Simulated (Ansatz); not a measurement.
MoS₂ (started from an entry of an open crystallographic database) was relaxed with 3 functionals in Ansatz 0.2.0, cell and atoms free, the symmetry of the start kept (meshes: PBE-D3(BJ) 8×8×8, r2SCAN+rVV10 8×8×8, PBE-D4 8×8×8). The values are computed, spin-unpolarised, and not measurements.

The PBE-D3(BJ) result:
```cif
data_structure
_symmetry_space_group_name_H-M 'R3m:H'
_symmetry_Int_Tables_number 160
_cell_length_a 3.1531
_cell_length_b 3.1531
_cell_length_c 17.9868
_cell_angle_alpha 90.000
_cell_angle_beta 90.000
_cell_angle_gamma 120.000
_cell_volume 154.87
loop_
_atom_site_label
_atom_site_type_symbol
_atom_site_symmetry_multiplicity
_atom_site_Wyckoff_symbol
_atom_site_fract_x
_atom_site_fract_y
_atom_site_fract_z
_atom_site_occupancy
Mo1 Mo 3 a 0.66667 0.33333 0.33325 1
S1 S 3 a 0.66667 0.33333 0.08681 1
S2 S 3 a 0.33333 0.66667 0.24628 1
```

It is trigonal, R3m (No. 160); conventional cell a = 3.153 Å, c = 17.987 Å, 17.21 Å³ an atom. Around Mo lie 6 S at 2.40 Å; around S lie 3 Mo at 2.40 Å.

(1) Order the functionals by the relaxed volume, smallest first.
A. PBE-D3(BJ)
B. r2SCAN+rVV10
C. PBE-D4

(2) What lattice does r2SCAN+rVV10 give?

(3) How does the cell change with PBE-D4?

## Answers

(1) A (17.21 Å³/atom), C (17.37 Å³/atom), B (18.03 Å³/atom).

(2) a = 3.175 Å, c = 18.582 Å; the volume differs by +4.8 % from PBE-D3(BJ)'s. Around Mo lie 6 S at 2.40 Å; around S lie 3 Mo at 2.40 Å.

(3) a = 3.157 Å, c = 18.112 Å; the volume differs by +1.0 % from PBE-D3(BJ)'s. Mo is surrounded by 6 S at 2.40 Å; S is surrounded by 3 Mo at 2.40 Å.
